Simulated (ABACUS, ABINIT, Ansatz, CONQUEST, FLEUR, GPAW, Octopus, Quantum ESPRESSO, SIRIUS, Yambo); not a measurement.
# The band gap of GaAs, sorted by core time

```
As Ga
1.0
     0.00000    2.82685    2.82685
     2.82685    0.00000    2.82685
     2.82685    2.82685    0.00000
As Ga
1 1
Cartesian
  4.2403 4.2403 4.2403
  0.0000 0.0000 0.0000
```

```csv
rung,level,program and potentials,cutoff (eV),k mesh,smearing,task,core time,chip,band gap (eV),notes
Hartree-Fock,Hartree-Fock on PBEsol,"Yambo, PseudoDojo 0.4 SR PBEsol stringent",1551,4 × 4 × 4,fixed,Hartree-Fock levels,4.2 s,Arm Neoverse V1,6.08,coarse mesh; 22 valence electrons an atom on average
Hartree-Fock,Hartree-Fock on LDA,"Yambo, PseudoDojo 0.4.1 SR LDA stringent",1442,4 × 4 × 4,fixed,Hartree-Fock levels,4.8 s,Intel Xeon Platinum 8375C Ice Lake,6.11,coarse mesh; 22 valence electrons an atom on average
GGA,PBE,"Ansatz, all-electron LAPW, scalar-relativistic",-,4 × 4 × 4,fermi-dirac 0.04,single point,8.1 s,Intel Xeon Platinum 8375C Ice Lake,0.51,coarse mesh
GGA,PBEsol,"Ansatz, all-electron LAPW, scalar-relativistic",-,8 × 8 × 8,fermi-dirac 0.05,single point,15 s,Arm Neoverse V2,0.45,-
GGA,PBE,"GPAW, PAW data sets generated for this functional",600,8 × 8 × 8,fermi-dirac 0.05,band structure,19 s,Intel Xeon Platinum 8488C Sapphire Rapids,0.59,4 valence electrons an atom on average
GGA,RPBE,"Ansatz, all-electron LAPW, scalar-relativistic",-,8 × 8 × 8,fermi-dirac 0.05,band structure,22 s,Arm Neoverse V1,0.65,-
GGA,BLYP,"Ansatz, all-electron LAPW, scalar-relativistic",-,8 × 8 × 8,fermi-dirac 0.05,band structure,30 s,Intel Xeon Skylake/Cascade Lake,0.35,-
GGA,PBEsol,"Quantum ESPRESSO, GBRV 1.5 PBEsol",762,8 × 8 × 8,fermi-dirac 0.05,single point,42 s,Arm Neoverse V2,0.45,12 valence electrons an atom on average
GGA,PBEsol,"SIRIUS, PseudoDojo 0.4.1 PBEsol standard (scalar relativistic)",1152,8 × 8 × 8,fermi-dirac 0.05,single point,44 s,Arm Neoverse V2,0.44,14 valence electrons an atom on average
GGA,PBE,"ABINIT, PseudoDojo NC SR PBE v0.4.1 standard",1034,6 × 6 × 6,fermi-dirac 0.05,single point,44 s,Arm Neoverse V2,0.51,14 valence electrons an atom on average
GGA,PBE,"Quantum ESPRESSO, PseudoDojo 0.4.1 SR PBE standard",1143,8 × 8 × 8,fermi-dirac 0.05,band structure,75 s,Arm Neoverse V2,0.52,14 valence electrons an atom on average
GGA,rPW86PBE,"ABACUS, PseudoDojo NC SR 0.4.1 PBE standard, plane waves",1143,6 × 6 × 6,fermi-dirac 0.05,single point,82 s,Intel Xeon Platinum 8259CL Skylake/Cascade Lake,0.34,potentials made for PBE; 14 valence electrons an atom on average
LDA,LDA,"FLEUR, all-electron, FLAPW",-,8 × 8 × 8,fermi-dirac 0.05,band structure,89 s,Arm Neoverse V2,0.28,-
GGA,PBEsol,"FLEUR, all-electron, FLAPW",-,8 × 8 × 8,fermi-dirac 0.05,band structure,1.9 min,Arm Neoverse V2,0.45,-
GGA,PBE,"CONQUEST, PseudoDojo NC PBE, SZP, grid cutoff 120 Ha",-,8 × 8 × 6,fermi-dirac 0.05,single point,2.1 min,AMD EPYC 7R43 Zen 3,0.89,atomic basis; cell of 4 atoms; 14 valence electrons an atom on average
GGA,PBEsol,"Octopus, pseudodojo_pbesol (PseudoDojo 0.4, PBEsol)",-,8 × 8 × 8,fermi-dirac 0.05,single point,4.5 min,AMD EPYC 7R43 Zen 3,0.44,14 valence electrons an atom on average
```

Times are single runs on shared hosts and different chips, so they are rough; meshes, cutoffs and the tasks' sizes weigh on the time. All rows: no spin polarisation. Gaps are the least found on the k mesh or the band path, and a mesh can miss the band edges. Smearing widths are in eV. The cell comes from a database and isn't always the measured one. Meshes differ between rows, which moves values too. All levels ran on this one cell, unrelaxed unless noted. Meshes are those of the run's cell of 2 atoms unless a note names another. Misses use the values as printed. Runs on faulty files, with rough fits or with known faults for this quantity aren't shown. No row holds spin-orbit coupling.

Measured: 1.52 eV at 1.2 K (a printed reference work).

**Question.** Which of the timed runs without a coarse mesh or an atomic basis is the cheapest that comes within 0.3 eV of the measured band gap?

**Answer.** None of them does; the nearest misses by -0.87 eV. LDA and GGA gaps fall short mostly because these functionals lack the derivative discontinuity; the runs are for a static lattice, while measurements hold temperature and zero-point motion; rows without SOC leave out spin-orbit coupling, which moves the band edges where heavy atoms are present.
